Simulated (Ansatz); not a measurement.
# AlRu (Pm-3m), clamped-ion strain scan

Level of theory: DFT PBE, scalar-relativistic, plane waves, PAW (Ansatz 0.2.0). Cutoff 420 eV, Γ-centred 16×16×16 k-points, Gaussian smearing of 0.15 eV. No spin polarisation. Energies are free energies at this smearing, counted from the undisturbed cell; pressure is positive in compression.

The starting cell (as given, not relaxed at this level; it stands at 2.6 GPa, and it needn't be the usual structure):

```yaml
crystal:
  lattice:
    - [2.99160, 0.00000, 0.00000]
    - [0.00000, 2.99160, 0.00000]
    - [0.00000, 0.00000, 2.99160]
  atoms:
    - { symbol: Al, position: [0.00000, 0.00000, 0.00000] }
    - { symbol: Ru, position: [0.50000, 0.50000, 0.50000] }
```

The cell is strained by ε times the Voigt pattern (1, 0, 0, 0, 0, 0) (xx, yy, zz, yz, xz, xy; engineering shear) with fractional coordinates fixed. The cell is metallic on the mesh throughout.

| ε | ΔE (meV/atom) | stress summed along the pattern (GPa, tension positive) | pressure (GPa) |
| --- | --- | --- | --- |
| -0.0400 | 33.1 | -17.95 | 12.4 |
| -0.0300 | ? | ? | 9.7 |
| -0.0200 | 10.2 | -9.72 | 7.2 |
| -0.0100 | ? | ? | 4.8 |
| 0.0000 | 0.0 | -2.63 | 2.6 |
| 0.0100 | -0.9 | 0.56 | 0.5 |
| 0.0200 | 0.9 | 3.52 | -1.4 |
| 0.0300 | ? | 6.29 | ? |
| 0.0350 | 7.9 | 7.60 | -4.1 |
| 0.0400 | 11.3 | 8.86 | -5.0 |

Problem. Give the withheld values.

Solution. ΔE (meV/atom) at ε = -0.0300: 19.9; stress summed along the pattern (GPa, tension positive) at ε = -0.0300: -13.68; ΔE (meV/atom) at ε = -0.0100: 3.6; stress summed along the pattern (GPa, tension positive) at ε = -0.0100: -6.05; ΔE (meV/atom) at ε = 0.0300: 5.0; pressure (GPa) at ε = 0.0300: -3.2.